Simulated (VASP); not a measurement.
# A VASP 6.6.1 single-point calculation on MoS$_{2}$

INCAR

```
PREC = Accurate
ISMEAR = -1
LASPH = .TRUE.
NELM = 72
NBANDS = 20
LWAVE = .FALSE.
NSW = 0
SIGMA = 0.02
IBRION = -1
LCHARG = .FALSE.
LREAL = .FALSE.
METAGGA = RTPSS
ISIF = 2
EDIFF = 1E-7
ENCUT = 520
```

KPOINTS

```
KPOINTS created by Atomic Simulation Environment
0
Gamma
12 12 4
0 0 0
```

POSCAR

```
Mo S
 1.0000000000000000
     3.1059543043976761    0.0000000000000000    0.0000000000000000
    -1.5529771521988380    2.6898353306020124    0.0000000000000000
     0.0000000000000000    0.0000000000000000    6.6704083680000004
 Mo  S
   1   2
Cartesian
  0.0000000000000000 -0.0000000000000001  0.0000000000000000
 -0.0000000000000001  1.7932235537346748  1.5751965696521610
 -0.0000000000000001  1.7932235537346748  5.0952117983478384
```

The recommended PBE PAW datasets give the neutral cell 26 valence electrons.

Command

```
mpirun -np 1 vasp_std
```

Task: How does this run end, and what does it give?

Result: It converged. Results: gap between bands v and c on the k mesh 1.34 eV; least direct gap on the k mesh 1.93 eV; pressure 4.9 GPa; largest force 0.14 eV/Å. Band v is the last that the valence electrons fill when counted band by band, and c is the next.

OSZICAR

```
N       E                     dE             d eps       ncg     rms          rms(c)
DAV:   1     0.498340254564E+03    0.49834E+03   -0.29970E+04  2364   0.372E+04
DAV:   2     0.120642714570E+03   -0.37770E+03   -0.35498E+03  3872   0.606E+02
DAV:   3     0.609554063048E+02   -0.59687E+02   -0.56201E+02  3768   0.236E+02
DAV:   4     0.554798051182E+02   -0.54756E+01   -0.52826E+01  3544   0.823E+01
DAV:   5     0.549449803300E+02   -0.53482E+00   -0.52490E+00  3696   0.256E+01    0.538E+01
DAV:   6    -0.116828156455E+02   -0.66628E+02   -0.51910E+02  2508   0.264E+02    0.111E+01
DAV:   7    -0.120777901039E+02   -0.39497E+00   -0.53064E+00  2948   0.206E+01    0.779E+00
DAV:   8    -0.119809368938E+02    0.96853E-01   -0.13014E-01  3048   0.304E+00    0.541E+00
DAV:   9    -0.119194827397E+02    0.61454E-01   -0.55371E-01  2532   0.639E+00    0.170E+00
DAV:  10    -0.119111811684E+02    0.83016E-02   -0.24648E-02  2660   0.132E+00    0.489E-01
DAV:  11    -0.119107862926E+02    0.39488E-03   -0.41688E-03  2652   0.512E-01    0.125E-01
DAV:  12    -0.119108093225E+02   -0.23030E-04   -0.21555E-04  2708   0.930E-02    0.747E-02
DAV:  13    -0.119108567334E+02   -0.47411E-04   -0.10870E-04  2620   0.661E-02    0.351E-02
DAV:  14    -0.119108993110E+02   -0.42578E-04   -0.68232E-05  2532   0.469E-02    0.212E-02
DAV:  15    -0.119108982410E+02    0.10700E-05   -0.10000E-05  2884   0.217E-02    0.894E-03
DAV:  16    -0.119109008085E+02   -0.25675E-05   -0.81709E-06  2492   0.153E-02    0.307E-03
DAV:  17    -0.119109011104E+02   -0.30191E-06   -0.12101E-07  2740   0.226E-03    0.212E-03
DAV:  18    -0.119109015119E+02   -0.40148E-06   -0.69039E-08  2108   0.201E-03    0.813E-04
DAV:  19    -0.119109014988E+02    0.13074E-07   -0.10554E-08  1708   0.893E-04
   1 F= -.11910901E+02 E0= -.11910901E+02  d E =-.148521E-14
```

For comparison, a separate PBE run of the intended cell, on usual settings and not on those above, gives a gap of 1.30 eV on its mesh and a pressure of 6.5 GPa.
